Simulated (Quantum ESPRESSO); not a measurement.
# TiO2 in Quantum ESPRESSO: the effect of functional

TiO2:

```xyz
6
Lattice="4.5998 0.0000 0.0000 0.0000 4.5998 0.0000 0.0000 0.0000 2.9592" Properties=species:S:1:pos:R:3 pbc="T T T"
Ti    0.0000    0.0000    1.4796
Ti    2.2999    2.2999    0.0000
O     1.3998    1.3998    1.4796
O     0.9001    3.6997    0.0000
O     3.6997    0.9001    0.0000
O     3.2000    3.2000    1.4796
```

The cell is a database's computed one.

Alike in all runs:

```yaml
Program: Quantum ESPRESSO 7.5
Task: phonons
Cutoff: 1143 eV
Density_cutoff: 4572 eV
k_mesh: 2 × 2 × 4, shifted
Occupations: fermi-dirac, width 0.05 eV
Spin: no spin polarisation
```

Each run relaxes the cell or the atoms first.

```tsv
functional	potentials or basis	relaxed volume (Å³/atom)	dielectric constant (mean)	highest phonon frequency (cm⁻¹)
LDA	PseudoDojo 0.4.1 SR LDA standard	10.04	8.06	822
PBE	PseudoDojo 0.4.1 SR PBE standard	10.62	8.02	774
BLYP	PseudoDojo 0.4.1 SR PBE standard	10.92	8.04	758
RPBE	PseudoDojo 0.4.1 SR PBE standard	10.85	8.00	754
PW91	PseudoDojo 0.4.1 SR PBE standard	10.59	8.01	779
vdW-DF-cx	PseudoDojo 0.4.1 SR PBE standard	?	?	?
```

Question: What does the run with functional vdW-DF-cx give?

Answer: Relaxed volume 10.37 Å³/atom; dielectric constant 7.96 mean; highest phonon frequency 800 cm⁻¹.

Caveats: all runs use coarse meshes; some modes are imaginary; the potentials were made for another functional, which shifts forces and pressure (some runs); before the sum rule the acoustic modes lie tens of cm⁻¹ from zero, a sign that the density grid also shifts the optical modes (some runs).
